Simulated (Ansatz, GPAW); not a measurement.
This is a calculation of Fe for Ansatz 0.2.0. 

The input input.yaml:

```yaml
crystal:
  lattice:
    - [-1.443, 1.443, 1.443]
    - [1.443, -1.443, 1.443]
    - [1.443, 1.443, -1.443]
  atoms:
    - { symbol: Fe, position: [0.0, 0.0, 0.0], spin: 3.0 }
kpoints:
  mp_grid: { grid: [13, 13, 13] }
scf:
  occupations: { method: gaussian, width: 0.011 }
hamiltonian:
  xc: pbe
  pseudopotentials: { kind: all_electron, lapw: { basis_error: 0.001 } }
magnetization:
  spin_polarized: true
output:
  forces: true
  stress: true
  eigenvalues: true
```

Potentials or basis: all-electron LAPW, scalar-relativistic.

Launch:

```console
$ ansatz run input.yaml --threads 2 --pin off --max-ram 6144MiB --backend cpu --events-out ev --progress --plain --runs-dir out
```

Problem. Set up the same calculation for GPAW 26.7.0 (ASE script). Potentials or basis there: GPAW PAW data sets (gpaw-data 1.2.1), cutoff 600 eV.

Solution. As run (cutoffs and basis follow the program's own potentials, and thresholds, step limits or extra output files can differ):

File run.py:

```python
from ase.dft.bandgap import bandgap
from ase.io import read, write
from ase.units import GPa
from gpaw import GPAW, PW

atoms = read('POSCAR')
atoms.set_initial_magnetic_moments([3.0])

calc = GPAW(mode=PW(600),
            xc='PBE',
            kpts={'size': (13, 13, 13), 'gamma': True},
            occupations={'name': 'methfessel-paxton', 'order': 0, 'width': 0.011},
            nbands=12,
            convergence={'density': 1e-05, 'energy': 1e-05},
            maxiter=150,
            txt='gpaw.txt')
atoms.calc = calc
energy = atoms.get_potential_energy()
forces = atoms.get_forces()
stress = atoms.get_stress()
calc.write('gs.gpw')
write('result.traj', atoms)
print(f'Energy: {energy:.6f} eV')
print('Forces (eV/A):')
print(forces.round(4))
print('Stress (GPa):', (stress / GPa).round(3))
print('Moments:', calc.get_magnetic_moments().round(3))
print('Fermi level:', round(calc.get_fermi_level(), 4), 'eV')
print(f'Gap: {bandgap(calc)[0]:.4f} eV, direct: {bandgap(calc, direct=True)[0]:.4f} eV')
```

File POSCAR:

```
Fe
1.0
   -1.4430000000      1.4430000000      1.4430000000
    1.4430000000     -1.4430000000      1.4430000000
    1.4430000000      1.4430000000     -1.4430000000
Fe
1
Direct
    0.0000000000      0.0000000000      0.0000000000
```

Potentials or basis: GPAW PAW data sets (gpaw-data 1.2.1), pw.

Run with:

```sh
$ OMP_NUM_THREADS=1 python run.py
```

Both were run:

|  | Ansatz | GPAW |
| --- | --- | --- |
| Pressure | -9.8 GPa | -8.1 GPa |
| Net moment | 2.24 μB per cell | 2.25 μB per cell |

Where Ansatz's input types no cutoff or centring, it takes its own default and a Γ-centred mesh.

The magnetic state is the one that the start led to; the real crystal's order can differ.

Pressure is positive in compression.
